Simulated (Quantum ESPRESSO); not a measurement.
## PbS under changes of volume

One of the cells (27.435 Å³/atom); the others are scaled copies at fixed shape and fractional positions:

```
Pb S
1.0
     4.08970    0.00000    0.00000
    -2.04485    3.54178    0.00000
     0.00000    0.00000    3.78817
Pb S
1 1
Direct
  0.00000 0.00000 0.00000
  0.66667 0.33333 0.50000
```

Measurements of this composition are mostly on another form, of space group No. 225.

| Quantity | Value |
| --- | --- |
| Program | Quantum ESPRESSO 7.5 |
| Functional | LDA |
| Potentials or basis | GBRV 1.5 LDA |
| Cutoff | 612 eV |
| Density cutoff | 4898 eV |
| k mesh | 8 × 8 × 7 |
| Occupations | fermi-dirac, width 0.05 eV |
| Spin | no spin polarisation |

```csv
volume (Å³/atom),energy over the lowest point (meV/atom),pressure (GPa)
25.789,0.00,-1.7
26.338,7.47,-2.8
26.887,?,?
27.435,32.08,-4.5
27.984,48.56,-5.3
28.533,67.60,-6.0
29.082,88.96,-6.6
```

Question: What does the run at 26.887 Å³/atom give?

Answer: Energy over the lowest point 18.30 meV/atom; pressure -3.7 GPa.

Worked out: A Birch-Murnaghan fit of order 3 (a polynomial in V^(-2/3)) to the other rows has no minimum within the range. It gives 18.28 meV/atom at 26.887 Å³/atom, against the run's 18.30, and -dE/dV = -3.6 GPa, against -3.7.

Energies are extrapolated to zero smearing.
